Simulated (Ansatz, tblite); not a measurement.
## A script for ZrSe$_{2}$ (GFN1-xTB)

These are simulated results from tblite 0.8.0, not measurements. The cell began as a measured structure and was relaxed with r2SCAN+rVV10 in plane waves (Ansatz 0.2.0). All runs are without spin polarisation.

Space group P-3m1 (No. 164), trigonal; a = 3.789 Å, c = 6.181 Å in the conventional setting, 25.62 Å³ an atom. Zr has 6 Se at 2.69 Å; Se has 3 Zr at 2.69 Å.

tblite solves periodic systems at the zone centre alone, so the script builds a cluster of 3×3×2 conventional cells (54 atoms), which folds in a coarse mesh of k points.

run.py reads:

```python
import json
from ase import Atoms
from ase.build import make_supercell
from ase.units import Bohr, GPa, Hartree
from tblite.interface import Calculator

atoms = Atoms(['Zr', 'Se', 'Se'],
              cell=[[3.78938552, 0.0, 0.0], [-1.89469276, 3.28170413, 0.0], [0.0, 0.0, 6.1806783]],
              scaled_positions=[[0.0, 0.0, 0.0], [0.333333333, 0.666666667, 0.253745325], [0.666666667, 0.333333333, 0.746254675]],
              pbc=True)
cluster = make_supercell(atoms, [[3, 0, 0], [0, 3, 0], [0, 0, 2]])
calc = Calculator('GFN1-xTB', cluster.numbers, cluster.positions / Bohr, lattice=cluster.cell[:] / Bohr, periodic=cluster.pbc)
calc.set('temperature', 0.02 / Hartree)
calc.set('max-iter', 150)
res = calc.singlepoint()
levels = res.get('orbital-energies') * Hartree
nv = round(res.get('orbital-occupations').sum() / 2)
cells = len(cluster) // len(atoms)
out = {'energy_per_cell': res.get('energy') * Hartree / cells, 'homo': levels[nv - 1], 'lumo': levels[nv],
       'stress': (-res.get('virial') * Hartree / cluster.get_volume() / GPa).tolist(), 'charges': res.get('charges')[:len(atoms)].tolist(), 'electrons': 2 * nv / cells}
json.dump(out, open('results.json', 'w'))
for key, value in out.items():
    print(key, value)
```

Command: `python run.py`. It took 3.9 s on 1 thread of Intel(R) Xeon(R) 6975P-C (Granite Rapids), with other jobs on the host, peak memory 0.12 GiB.

The log:

```
------------------------------------------------------------
  cycle        total energy    energy error   density error
------------------------------------------------------------
      1     -141.1317608418  -1.4101756E+02   9.9476204E-01
      2     -14.66924835054   1.2646251E+02   2.7796295E+00
      3     -136.8388841059  -1.2216964E+02   8.3098095E-01
      4     -146.6890790038  -9.8501949E+00   3.6563481E-01
      5     -146.6359060730   5.3172931E-02   3.4164082E-01
      6     -148.0772388523  -1.4413328E+00   1.8655182E-01
      7     -148.5874560750  -5.1021722E-01   6.6047850E-02
      8     -148.6347453657  -4.7289291E-02   3.7820534E-02
      9     -148.6437081082  -8.9627425E-03   2.9471555E-02
     10     -148.6574021803  -1.3694072E-02   4.4964251E-03
     11     -148.6577354018  -3.3322148E-04   5.9837298E-05
     12     -148.6577354644  -6.2678737E-08   2.4512819E-05
     13     -148.6577354802  -1.5742899E-08   3.2576847E-06
------------------------------------------------------------

 total:                                   3.460 sec
energy_per_cell -224.73239031442526
homo -6.070768954163758
lumo -5.653505404073704
stress [[0.5897154261565921, -0.00015039711860610758, 2.2929956738383477e-05], [-0.00015039711860608885, 0.5895413944490907, 2.8760871834691886e-05], [2.2929956738148077e-05, 2.8760871834888573e-05, -5.736524706249616]]
charges [0.7407901042641287, -0.37038565558949066, -0.3704204377865292]
electrons 16.0
```

The cycle table is in hartree for the whole cluster, and the lines after it are in eV (the energy for one cell). The printed stress is in GPa and positive in compression, and the pressure is its mean diagonal.

GFN1-xTB gives a gap of 0.42 eV. On the same cell, plane-wave PBE (Ansatz, 12×12×4 k points and the special points) gives a gap of 0.31 eV and r2SCAN a gap of 0.61 eV; on shared hosts these took about 4.7 and 9.2 core-seconds on the 3-atom cell, against 3.8 for the script. Semilocal gaps usually lie below measured ones. xTB was fitted to molecules, so gaps, charges and pressures of solids can be far off, and the gap also depends on the size of the cluster.

The same script was run on cells scaled at fixed shape and fractional coordinates:

```
volume (Å³/atom)  energy (meV/atom)  pressure (GPa, positive in compression)  gap (eV)
           22.55               60.6                                     9.27      0.23
           24.08                4.8                                     2.81      0.34
           25.62                0.0                                    -1.52      0.42
           27.16               29.7                                    -4.49      0.47
           28.69               83.3                                    -6.55      0.52
```

A Birch-Murnaghan fit puts the minimum at 25.01 Å³/atom, 2.4 % below the given cell, with a bulk modulus of 67.7 GPa at fixed shape.

xTB was fitted mostly to molecules, and a small cluster samples few k points, so gaps, pressures and kinks along a curve can be far from a solid's.

Spin-orbit coupling is left out.
